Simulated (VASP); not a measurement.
# GaN (P6_3mc) in VASP: notebook, part 2 of 2

VASP 6.6.1. The steps go on from the part before.

## Step 4: Relaxation of cell and atoms, PBE+D3(BJ)

This run uses another cell than the first one, of 11.52 Å³/atom, 0.957 times its volume.

The input, INCAR:

```
PREC = Accurate
ENCUT = 600
EDIFF = 1E-7
ISMEAR = 0
SIGMA = 0.03
LREAL = F
LASPH = T
NELM = 80
ALGO = Normal
ISIF = 3
LWAVE = F
LCHARG = F
GGA = PE
IVDW = 12
IBRION = 2
NSW = 90
EDIFFG = -0.005
```

The input, KPOINTS:

```
regular mesh
0
Gamma
  12 12 5
```

The input, POSCAR:

```
GaN                                     
1.0
    3.1956733398      0.0000000000     -0.0000000000
   -1.5978366699      2.7675342945      0.0000000000
    0.0000000000      0.0000000000      5.2089487480
  Ga              N             
     2     2
Direct
     0.3333333332999970    0.6666666667000030    0.9992111713869399
     0.6666666667000030    0.3333333332999970    0.4992111713869398
     0.3333333332999970    0.6666666667000030    0.3757888286130602
     0.6666666667000030    0.3333333332999970    0.8757888286130601
```

Potentials or basis: VASP PAW PBE potentials, release 64 (Ga_d, N).

Started as:

```
$ cat potpaw_PBE.64/Ga_d/POTCAR potpaw_PBE.64/N/POTCAR > POTCAR
$ mpirun -np 1 vasp_std > vasp.out
```

OUTCAR:

```text
PREC = Accurate
   ENCUT = 600
   EDIFF = 1E-7
   ISMEAR = 0
   LREAL = F
   LASPH = T
   NELM = 80
   ISIF = 3
   GGA = PE
   IVDW = 12
   IBRION = 2
   NSW = 90
   EDIFFG = -0.005
 IVDW          = 12

 ion  position               nearest neighbor table
   1  0.333  0.667  0.999-   4 1.95   4 1.95   4 1.95   3 1.96
   2  0.667  0.333  0.499-   3 1.95   3 1.95   3 1.95   4 1.96
   3  0.333  0.667  0.376-   2 1.95   2 1.95   2 1.95   1 1.96
   4  0.667  0.333  0.876-   1 1.95   1 1.95   1 1.95   2 1.96

  LATTYP: Found a hexagonal cell.
 ALAT       =     3.1956733398
 C/A-ratio  =     1.6300003768

  Lattice vectors:

 A1 = (   3.1956733398,   0.0000000000,   0.0000000000)
 A2 = (  -1.5978366699,   2.7675342945,   0.0000000000)
 A3 = (   0.0000000000,   0.0000000000,   5.2089487480)

Analysis of symmetry for initial positions (statically):
=====================================================================
 Subroutine PRICEL returns:
 Original cell was already a primitive cell.

 Routine SETGRP: Setting up the symmetry group for a
 hexagonal supercell.

 Subroutine GETGRP returns: Found 12 space group operations
 (whereof  6 operations were pure point group operations)
 out of a pool of 24 trial point group operations.

The static configuration has the point symmetry C_3v.
 The point group associated with its full space group is C_6v.

Analysis of symmetry for dynamics (positions and initial velocities):
=====================================================================
 Subroutine PRICEL returns:
 Original cell was already a primitive cell.

 Routine SETGRP: Setting up the symmetry group for a
 hexagonal supercell.

 Subroutine GETGRP returns: Found 12 space group operations
[... 124 lines left out ...]
   EFERMI_NEDOS =   21; number of points for ismear=-14 and -15
   IALGO  =     38    algorithm
   IMIX   =      4    mixing-type and parameters
     AMIX     =   0.40;   BMIX     =  1.00
     AMIX_MAG =   1.60;   BMIX_MAG =  1.00
  volume/ion in A,a.u.               =      11.52        77.72
  Fermi-wavevector in a.u.,A,eV,Ry     =   1.507905  2.849526 30.936601  2.273776
  Thomas-Fermi vector in A             =   2.618429
   LORBIT       =      0    0 simple, 1 ext, 2 COOP (PROOUT), +10 PAW based schemes
   GGA     = PE    functional components
   LHFCALC =     F    Hartree Fock is set to
   AEXX    =    0.0000 exact exchange contribution
   IVDW    =    12    specifies the selected vdW correction
   LEPSILON=     F    determine dielectric tensor
   LRPA    =     F    only Hartree local field effects (RPA)
 conjugate gradient relaxation of ions
 non-spin polarized calculation
 Gauss-broadening in eV      SIGMA  =   0.03
  energy-cutoff  :      600.00
  volume of cell :       46.07
 maximum number of plane-waves:      1562
 NGX is ok and might be reduce to    28
   NGX = 13   NGY = 13   NGZ = 21

 number of electron      35.9999998 magnetization

 Free energy of the ion-electron system (eV)
  ---------------------------------------------------
  ext. energy  EPLUGINS =         0.00000000
  ---------------------------------------------------
  free energy    TOTEN  =       -24.31878184 eV

  energy without entropy =      -24.31878184  energy(sigma->0) =      -24.31878184

 E-fermi :   5.4184     XC(G=0): -11.6253

 val. band max:        5.2305652999   @ k =   0.0000   0.0000   0.0000
 cond. band min:       7.0831056198   @ k =   0.0000   0.0000   0.0000
 fundamental gap:      1.8525403199
 Fermi energy:         5.4183567289

 k-point     1 :       0.0000    0.0000    0.0000
  band No.  band energies     occupation
      1     -10.6801      2.00000
      2      -9.7875      2.00000
      3      -8.2044      2.00000
      4      -8.1891      2.00000
      5      -8.1891      2.00000
      6      -8.1295      2.00000
[... 589 lines left out ...]
     21      12.2773      0.00000
     22      13.3878      0.00000

 [... further k-points ...]

------------------------ aborting loop because EDIFF is reached ----------------------------------------

 Edisp (eV)   -1.00778

 E8    (eV) :    -0.4083

  FORCE on cell =-STRESS in cart. coord.  units (eV):
  Direction    XX          YY          ZZ          XY          YZ          ZX
  --------------------------------------------------------------------------------------
  -------------------------------------------------------------------------------------
  Total       0.00583     0.00583    -0.01290     0.00000     0.00000     0.00000
  in kB       0.20267     0.20267    -0.44879     0.00000     0.00000     0.00000
  external pressure =       -0.01 kB  Pullay stress =        0.00 kB

 VOLUME and BASIS-vectors are now :
 -----------------------------------------------------------------------------
  energy-cutoff  :      600.00
  volume of cell :       46.07
      direct lattice vectors                 reciprocal lattice vectors
     3.195673340  0.000000000  0.000000000     0.312923097  0.180666235  0.000000000
    -1.597836670  2.767534294  0.000000000     0.000000000  0.361332469  0.000000000
     0.000000000  0.000000000  5.208948748     0.000000000  0.000000000  0.191977316

 POSITION                                       TOTAL-FORCE (eV/Angst)
 -----------------------------------------------------------------------------------
     -0.00000      1.84502      5.20484         0.000000      0.000000      0.000969
      1.59784      0.92251      2.60037        -0.000000     -0.000000      0.000969
     -0.00000      1.84502      1.95746        -0.000000     -0.000000     -0.000969
      1.59784      0.92251      4.56194         0.000000     -0.000000     -0.000969
 -----------------------------------------------------------------------------------
    total drift:                               -0.000000      0.000000     -0.000313

  FREE ENERGIE OF THE ION-ELECTRON SYSTEM (eV)
  ---------------------------------------------------
  free  energy   TOTEN  =       -25.3265635471 eV

  energy  without entropy=      -25.3265635471  energy(sigma->0) =      -25.32656355

 reached required accuracy - stopping structural energy minimisation
```

OSZICAR:

```text
N       E                     dE             d eps       ncg     rms          rms(c)
DAV:   1     0.299821180614E+03    0.29982E+03   -0.20178E+04  2578   0.333E+03
DAV:   2     0.124319811549E+02   -0.28739E+03   -0.27920E+03  2748   0.569E+02
DAV:   3    -0.265804758706E+02   -0.39012E+02   -0.38353E+02  2940   0.166E+02
DAV:   4    -0.282844038867E+02   -0.17039E+01   -0.16984E+01  3478   0.368E+01
DAV:   5    -0.283097052442E+02   -0.25301E-01   -0.25295E-01  2832   0.425E+00    0.109E+01
DAV:   6    -0.242079075945E+02    0.41018E+01   -0.15302E+01  4536   0.582E+01    0.305E+00
DAV:   7    -0.243388782718E+02   -0.13097E+00   -0.18057E+00  2754   0.120E+01    0.269E+00
DAV:   8    -0.243413468101E+02   -0.24685E-02   -0.29560E-01  4032   0.882E+00    0.876E-01
DAV:   9    -0.243177955954E+02    0.23551E-01   -0.12077E-01  4512   0.599E+00    0.334E-01
DAV:  10    -0.243188380793E+02   -0.10425E-02   -0.65189E-03  3030   0.907E-01    0.136E-01
DAV:  11    -0.243187652890E+02    0.72790E-04   -0.15369E-03  3890   0.758E-01    0.226E-02
DAV:  12    -0.243187824192E+02   -0.17130E-04   -0.18098E-04  2764   0.111E-01    0.147E-02
DAV:  13    -0.243187814502E+02    0.96894E-06   -0.21141E-05  3810   0.970E-02    0.312E-03
DAV:  14    -0.243187819387E+02   -0.48844E-06   -0.50767E-06  2874   0.188E-02    0.934E-04
DAV:  15    -0.243187818161E+02    0.12257E-06   -0.16212E-07  2210   0.694E-03    0.241E-04
DAV:  16    -0.243187818416E+02   -0.25544E-07   -0.61212E-08  1684   0.382E-03
   1 F= -.25326564E+02 E0= -.25326564E+02  d E =-.253266E+02
```

Run time: 1.8 min. Hardware: 1 thread of Intel Xeon Platinum 8259CL at 2.50GHz (Skylake/Cascade Lake), shared host; peak memory 0.22 GiB.

What came out:

```yaml
Free_energy: -25.3266 eV
Pressure_after_relaxing: 0.0 GPa
Band_gap_on_the_k_mesh: 1.85 eV, direct
Dispersion_energy_per_atom: -0.252 eV
```

Final structure:
```cif
data_structure
_symmetry_space_group_name_H-M 'P 1'
_symmetry_Int_Tables_number 1
_cell_length_a 3.1957
_cell_length_b 3.1957
_cell_length_c 5.2089
_cell_angle_alpha 90.000
_cell_angle_beta 90.000
_cell_angle_gamma 120.000
_cell_volume 46.07
loop_
_atom_site_label
_atom_site_type_symbol
_atom_site_fract_x
_atom_site_fract_y
_atom_site_fract_z
_atom_site_occupancy
Ga1 Ga 0.33333 0.66667 0.99921 1
Ga2 Ga 0.66667 0.33333 0.49921 1
N1 N 0.33333 0.66667 0.37579 1
N2 N 0.66667 0.33333 0.87579 1
```

Caveat: the relaxation stopped at its first step, so nothing moved. As with any semilocal functional, this PBE gap is likely too small.
